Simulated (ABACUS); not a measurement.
# Pt (P6_3/mmc) in ABACUS: notebook

One crystal, Pt, is run at these levels: PBE; tasks: relaxation of cell and atoms.

Everything below comes from runs of ABACUS 3.10.1. Logs are shortened: lines on timing, memory, paths and dates and some standing lists are left out, and cuts for length are marked.

## (1) The structure

The structure is hexagonal, space group P6_3/mmc (No. 194). Conventional cell: a = 2.761 Å, b = 2.761 Å, c = 4.792 Å, α = 90.00°, β = 90.00°, γ = 120.00°. Around Pt (site symmetry -6m2) lie 12 Pt at 2.76 to 2.88 Å.

This isn't the form of Pt at room conditions, which is fcc.

## (2) Relaxation of cell and atoms, PBE, target pressure 10 GPa, at which the enthalpy is minimised

Contents of run_abacus.py:

```python
"""ABACUS run from a structure file: ASE reads it, the script writes STRU, KPT and INPUT."""
import re
import subprocess
import spglib
from ase import Atoms
from ase.io import read
from ase.units import Bohr

atoms = read("Pt.cif")
cell, frac, numbers = spglib.standardize_cell((atoms.cell[:], atoms.get_scaled_positions(), atoms.numbers), to_primitive=True, symprec=1e-4)
atoms = Atoms(numbers=numbers, cell=cell, scaled_positions=frac, pbc=True)  # the primitive cell
atoms = atoms[(-atoms.numbers).argsort(kind="stable")]  # ABACUS lists atoms element by element
pseudo = {'Pt': 'Pt.upf'}
orbital = {}
magmoms = None
kmesh = [8, 8, 4]
params = {
    'suffix': 'Pt',
    'calculation': 'cell-relax',
    'basis_type': 'pw',
    'pseudo_dir': './',
    'symmetry': 1,
    'dft_functional': 'pbe',
    'ecutwfc': 84,
    'pseudo_rcut': 7,
    'nspin': 1,
    'nbands': 22,
    'ks_solver': 'dav',
    'smearing_method': 'fd',
    'smearing_sigma': 0.00367493,
    'scf_thr': 1e-08,
    'scf_nmax': 100,
    'mixing_type': 'broyden',
    'mixing_beta': 0.7,
    'cal_force': 1,
    'cal_stress': 1,
    'relax_nmax': 60,
    'force_thr_ev': 0.005,
    'relax_method': 'cg',
    'out_stru': 1,
    'stress_thr': 1,
    'press1': 100,
    'press2': 100,
    'press3': 100,
    'kpar': 4,
}

symbols = atoms.get_chemical_symbols()
elements = list(dict.fromkeys(symbols))
lines = ["ATOMIC_SPECIES"] + [f"{e} {atoms.get_masses()[symbols.index(e)]:.4f} {pseudo[e]}" for e in elements]
if orbital:
    lines += ["", "NUMERICAL_ORBITAL"] + [orbital[e] for e in elements]
lines += ["", "LATTICE_CONSTANT", f"{1 / Bohr:.10f}", "", "LATTICE_VECTORS"]
lines += [" ".join(f"{x:.10f}" for x in v) for v in atoms.cell]
lines += ["", "ATOMIC_POSITIONS", "Direct"]
for e in elements:
    lines += ["", e, "0.0", str(symbols.count(e))]
    for i, p in enumerate(atoms.get_scaled_positions(wrap=False)):
        if symbols[i] == e:
            mag = "" if magmoms is None else " mag " + " ".join(str(x) for x in (magmoms[i] if isinstance(magmoms[i], list) else [magmoms[i]]))
            lines.append(" ".join(f"{x:.10f}" for x in p) + " 1 1 1" + mag)
open("STRU", "w").write("\n".join(lines) + "\n")
open("KPT", "w").write("K_POINTS\n0\nGamma\n%d %d %d 0 0 0\n" % tuple(kmesh))
open("INPUT", "w").write("INPUT_PARAMETERS\n" + "".join(f"{k:<20s}{v}\n" for k, v in params.items()))

done = subprocess.run(['mpirun', '-np', '4', 'abacus'])
if done.returncode:
    raise SystemExit(done.returncode)
log = open("OUT.Pt/running_cell-relax.log").read()
print("final energy (eV):", re.findall(r"FINAL_ETOT_IS (\S+)", log))
```

Contents of Pt.cif:

```cif
data_Pt
_cell_length_a 2.76066562
_cell_length_b 2.76066562
_cell_length_c 4.79213400
_cell_angle_alpha 90.00000000
_cell_angle_beta 90.00000000
_cell_angle_gamma 120.00000000
_space_group_name_H-M_alt 'P6_3/mmc'
_space_group_name_Hall '-P 6c 2c'
_space_group_IT_number 194
loop_
_space_group_symop_operation_xyz
'x,y,z'
'-x,-y,-z'
'x-y,x,z+1/2'
'-x+y,-x,-z+1/2'
'-y,x-y,z'
'y,-x+y,-z'
'-x,-y,z+1/2'
'x,y,-z+1/2'
'-x+y,-x,z'
'x-y,x,-z'
'y,-x+y,z+1/2'
'-y,x-y,-z+1/2'
'-y,-x,-z+1/2'
'y,x,z+1/2'
'-x,-x+y,-z'
'x,x-y,z'
'-x+y,y,-z+1/2'
'x-y,-y,z+1/2'
'y,x,-z'
'-y,-x,z'
'x,x-y,-z+1/2'
'-x,-x+y,z+1/2'
'x-y,-y,-z'
'-x+y,y,z'
loop_
_atom_site_label
_atom_site_type_symbol
_atom_site_symmetry_multiplicity
_atom_site_Wyckoff_symbol
_atom_site_fract_x
_atom_site_fract_y
_atom_site_fract_z
_atom_site_occupancy
Pt1 Pt 2 c 0.3333333333 0.6666666667 0.2500000000 1
```

Potentials or basis: PseudoDojo NC SR 0.4.1 PBE standard, plane waves.

Command:

```bash
$ OMP_NUM_THREADS=1 python run_abacus.py > log
```

running log:

```text
ABACUS v3.10.1

               Atomic-orbital Based Ab-initio Computation at UStc

 ------------------------------------------------------------------------------------

 READING GENERAL INFORMATION
                           global_out_dir = OUT.Pt/
                           global_in_card = INPUT
                               pseudo_dir = ./
                              orbital_dir =
                                    DSIZE = 4
                                    GSIZE = 1

 READING UNITCELL INFORMATION
                                    ntype = 1
                  lattice constant (Bohr) = 1.88973
              lattice constant (Angstrom) = 1

 READING ATOM TYPE 1
                               atom label = Pt
                      L=0, number of zeta = 1
                      L=1, number of zeta = 1
                      L=2, number of zeta = 1
             number of atom for this type = 2

                        TOTAL ATOM NUMBER = 2
DIRECT COORDINATES
    atom                   x                   y                   z     mag                  vx                  vy                  vz
taud_Pt1            0.3333333333        0.6666666667        0.2500000000  0.0000        0.0000000000        0.0000000000        0.0000000000
taud_Pt2            0.6666666667        0.3333333333        0.7500000000  0.0000        0.0000000000        0.0000000000        0.0000000000

                          Volume (Bohr^3) = 213.444
                             Volume (A^3) = 31.6291

 Lattice vectors: (Cartesian coordinate: in unit of a_0)
             +2.76067                  +0                  +0
             -1.38033            +2.39081                  +0
                   +0                  +0            +4.79213
 Reciprocal vectors: (Cartesian coordinate: in unit of 2 pi/a_0)
            +0.362231           +0.209134                  -0
                   -0           +0.418269                  -0
                   +0                  -0           +0.208675
 The esolver type has been set to : ksdft_pw

                PAO radial cut off (Bohr) = 7

 Read in pseudopotential file is Pt.upf
                     pseudopotential type = NC
          exchange-correlation functional = PBE
                 nonlocal core correction = 1
                        valence electrons = 18
                                     lmax = 3
                           number of zeta = 4
                     number of projectors = 8
                           L of projector = 0
                           L of projector = 0
                           L of projector = 1
                           L of projector = 1
                           L of projector = 2
                           L of projector = 2
                           L of projector = 3
                           L of projector = 3
     initial pseudo atomic orbital number = 20

 SETUP THE ELECTRONS NUMBER
            electron number of element Pt = 18
      total electron number of element Pt = 36
            AUTOSET number of electrons:  = 36
                           occupied bands = 18
                                   NBANDS = 22
                                   NLOCAL = 18

%%%%%%%%%%%%%%%%%%%%%%%%%%%%%%%%%%%%%%%%%%%%%%%%%%%%%%%%%%%%%%%%%%%%%%%%%%%%%%%%%%%%%%%%%%%%%%%%%%%%%%%%%%
 Warning: the number of valence electrons in pseudopotential > 10 for Pt: [Xe] 4f14 5d9 6s1
 Pseudopotentials with additional electrons can yield (more) accurate outcomes, but may be less efficient.
 If you're confident that your chosen pseudopotential is appropriate, you can safely ignore this warning.
%%%%%%%%%%%%%%%%%%%%%%%%%%%%%%%%%%%%%%%%%%%%%%%%%%%%%%%%%%%%%%%%%%%%%%%%%%%%%%%%%%%%%%%%%%%%%%%%%%%%%%%%%%

 SETUP THE PLANE WAVE BASIS
 energy cutoff for charge/potential (unit:Ry) = 336
            fft grid for charge/potential = [ 32, 32, 54 ]
                        fft grid division = [ 1, 1, 1 ]
        big fft grid for charge/potential = [ 32, 32, 54 ]
                                     nbxx = 55296
                                     nrxx = 55296

 SETUP PLANE WAVES FOR CHARGE/POTENTIAL
                    number of plane waves = 22229
                         number of sticks = 637

 PARALLEL PW FOR CHARGE/POTENTIAL
     PROC   COLUMNS(POT)             PW
        1            637          22229
 --------------- sum -------------------
        1            637          22229
                            number of |g| = 1115
                                  max |g| = 30.3789
                                  min |g| = 0

----------- Double Check Mixing Parameters Begin ------------
mixing_type: broyden
mixing_beta: 0.7
mixing_gg0: 1
mixing_gg0_min: 0.1
mixing_ndim: 8
----------- Double Check Mixing Parameters End ------------

 LATTICE VECTORS: (CARTESIAN COORDINATE: IN UNIT OF A0)
             +2.76067                  +0                  +0
             -1.38033            +2.39081                  +0
                   +0                  +0            +4.79213
                       right hand lattice = 1
                                   NORM_A = 2.76067
                                   NORM_B = 2.76067
                                   NORM_C = 4.79213
                           ALPHA (DEGREE) = 90
                           BETA  (DEGREE) = 90
                           GAMMA (DEGREE) = 120

 The lattice vectors have been changed (STRU_SIMPLE.cif)

(for optimal symmetric configuration:)
                             BRAVAIS TYPE = 4
                     BRAVAIS LATTICE NAME = 04. Hexagonal cell
                                    ibrav = 4
                                    IBRAV = 4
                                  BRAVAIS = HEXAGONAL CELL
                       LATTICE CONSTANT A = 2.76067
                                C/A RATIO = 1.73586
Original cell was already a primitive cell.
                        ROTATION MATRICES = 24
              PURE POINT GROUP OPERATIONS = 12
                   SPACE GROUP OPERATIONS = 24
                                       C2 = 3
                                       C3 = 2
                                       C4 = 0
                                       C6 = 0
                                       S1 = 3
                                       S3 = 0
                                       S4 = 0
                                       S6 = 2
                              POINT GROUP = D_3d
                                       C2 = 7
                                       C3 = 2
                                       C4 = 0
                                       C6 = 2
                                       S1 = 7
                                       S3 = 2
                                       S4 = 0
                                       S6 = 2
               POINT GROUP IN SPACE GROUP = D_6h

 SETUP K-POINTS
                                    nspin = 1
                   Input type of k points = Monkhorst-Pack(Gamma)
                                   nkstot = 256
                       right hand lattice = 1
(for reciprocal lattice: )
                             BRAVAIS TYPE = 4
                     BRAVAIS LATTICE NAME = 04. Hexagonal cell
                                    ibrav = 4
                       right hand lattice = 1
(for k-lattice: )
                             BRAVAIS TYPE = 4
                     BRAVAIS LATTICE NAME = 04. Hexagonal cell
                                    ibrav = 4
                       right hand lattice = 1
                        ROTATION MATRICES = 24
                               nkstot_ibz = 30
K-POINTS REDUCTION ACCORDING TO SYMMETRY
     IBZ    DIRECT_X    DIRECT_Y    DIRECT_Z  WEIGHT  ibz2bz
       1  0.00000000  0.00000000  0.00000000  0.0039       0
       2 -0.12500000  0.12500000  0.00000000  0.0234       1
       3 -0.25000000  0.25000000  0.00000000  0.0234       2
       4 -0.37500000  0.37500000  0.00000000  0.0234       3
       5  0.50000000  0.50000000  0.00000000  0.0117       4
       6 -0.12500000  0.25000000  0.00000000  0.0234       9
[... 22 lines left out ...]
      29  0.50000000  0.25000000  0.50000000  0.0234     146
      30  0.37500000  0.37500000  0.50000000  0.0234     147

                               nkstot now = 30
[... K-POINTS DIRECT COORDINATES: 30 rows ...]

           k-point number in this process = 8
       minimum distributed K point number = 7
[... stars of the k points ...]

[... K-POINTS CARTESIAN COORDINATES: 8 rows ...]

[... K-POINTS DIRECT COORDINATES: 8 rows ...]

 SETUP PLANE WAVES FOR WAVE FUNCTIONS
     energy cutoff for wavefunc (unit:Ry) = 84
              fft grid for wave functions = [ 32, 32, 54 ]
                    number of plane waves = 4031
                         number of sticks = 199

 PARALLEL PW FOR WAVE FUNCTIONS
     PROC   COLUMNS(POT)             PW
        1            199           4031
 --------------- sum -------------------
        1            199           4031

 SETUP NONLOCAL PSEUDOPOTENTIALS IN PLANE WAVE BASIS
 Pt non-local projectors:
 projector 1 L=0
 projector 2 L=0
 projector 3 L=1
 projector 4 L=1
 projector 5 L=2
 projector 6 L=2
 projector 7 L=3
 projector 8 L=3
      TOTAL NUMBER OF NONLOCAL PROJECTORS = 64

 Init Non-Local PseudoPotential table :
 Init Non-Local-Pseudopotential done.

                                     npwx = 2829

 Make real space PAO into reciprocal space.
       max mesh points in Pseudopotential = 701
     dq(describe PAO in reciprocal space) = 0.01
                                    max q = 1841

 number of pseudo atomic orbitals for Pt is 4
WARNING: norm of atomic wavefunction # 3 of atomic type Pt is 0.999881, renormalized
WARNING: norm of atomic wavefunction # 4 of atomic type Pt is 0.997439, renormalized

 -------------------------------------------
 STEP OF RELAXATION : 1
 -------------------------------------------
                                 init_chg = atomic

 PW ALGORITHM --------------- ION=   1  ELEC=   1--------------------------------
 Notice: Threshold on eigenvalues was too large.
 hsover_error=0.36 > DRHO=0.157735
 Origin diag ethr = 0.01
 New diag ethr = 0.000438154
[... 391 lines left out ...]
 Largest gradient in stress is 40.530271 kbar.
 Threshold is 1.000000 kbar.

 Relaxation is not converged yet!
Too many Brent steps, let's do next CG step
DIRECT COORDINATES
    atom                   x                   y                   z     mag                  vx                  vy                  vz
taud_Pt1            0.3333333333        0.6666666667        0.2500000000  0.0000        0.0000000000        0.0000000000        0.0000000000
taud_Pt2            0.6666666667        0.3333333333        0.7500000000  0.0000        0.0000000000        0.0000000000        0.0000000000

                          Volume (Bohr^3) = 192.754917
                             Volume (A^3) = 28.563298
[... 364 lines left out ...]
 Largest gradient in stress is 59.496214 kbar.
 Threshold is 1.000000 kbar.

 Relaxation is not converged yet!
Too many Brent steps, let's do next CG step
DIRECT COORDINATES
    atom                   x                   y                   z     mag                  vx                  vy                  vz
taud_Pt1            0.3333333333        0.6666666667        0.2500000000  0.0000        0.0000000000        0.0000000000        0.0000000000
taud_Pt2            0.6666666667        0.3333333333        0.7500000000  0.0000        0.0000000000        0.0000000000        0.0000000000

                          Volume (Bohr^3) = 208.410524
                             Volume (A^3) = 30.883216
[... 586 lines left out ...]
 Largest gradient in stress is 0.986375 kbar.
 Threshold is 1.000000 kbar.

 Relaxation is converged!

 --------------------------------------------
 !FINAL_ETOT_IS -7107.0392699701797028 eV
 --------------------------------------------
```

It took 61 s on 4 MPI ranks of Intel Xeon Platinum 8488C (Sapphire Rapids), shared host; peak memory 0.36 GiB.

What came out:

```yaml
Free_energy: -7107.0393 eV
Relaxed_volume: 15.15 Å³/atom
Relaxed_cell: a = 2.744 Å, b = 2.744 Å, c = 4.646 Å, α = 90.00°, β = 90.00°, γ = 120.00°
Space_group_after_relaxing_to_0.05_Å: P6_3/mmc (No. 194)
Energy_change_on_relaxing_the_enthalpy_is_what_falls: +14.2 meV/atom
Ionic_steps: 13
Pressure_after_relaxing: 10.0 GPa
Band_gap_on_the_k_mesh: none (metal or under the smearing width)
```

Stress tensor (GPa, compression positive):
```
9.98 0.00 0.00
0.00 9.98 0.00
0.00 0.00 9.90
```

Step by step:
```csv
step,energy change (eV),largest force (eV/Å),pressure (GPa),volume (Å³)
1,0.0000,0.0000,-0.98,31.63
2,0.7484,0.0000,61.05,26.76
3,0.0042,0.0000,3.91,31.02
4,0.0257,0.0000,9.03,30.45
5,0.2468,0.0000,30.76,28.56
6,-0.0037,0.0000,2.19,31.16
7,0.0023,0.0000,4.66,30.88
8,0.0023,0.0000,4.63,30.88
9,0.0023,0.0000,4.67,30.88
10,0.0390,0.0000,11.57,30.15
11,0.0283,0.0000,9.97,30.31
12,0.0283,0.0000,9.96,30.30
13,0.0284,0.0000,9.96,30.30
```

Final structure:
```
Pt
1.0
     2.74404    0.00000    0.00000
    -1.37202    2.37641    0.00000
     0.00000    0.00000    4.64627
Pt
2
Direct
  0.33333 0.66667 0.25000
  0.66667 0.33333 0.75000
```

The run has no spin-orbit coupling, so splittings on Pt are missing.

(Part 1 of 3 ends here.)
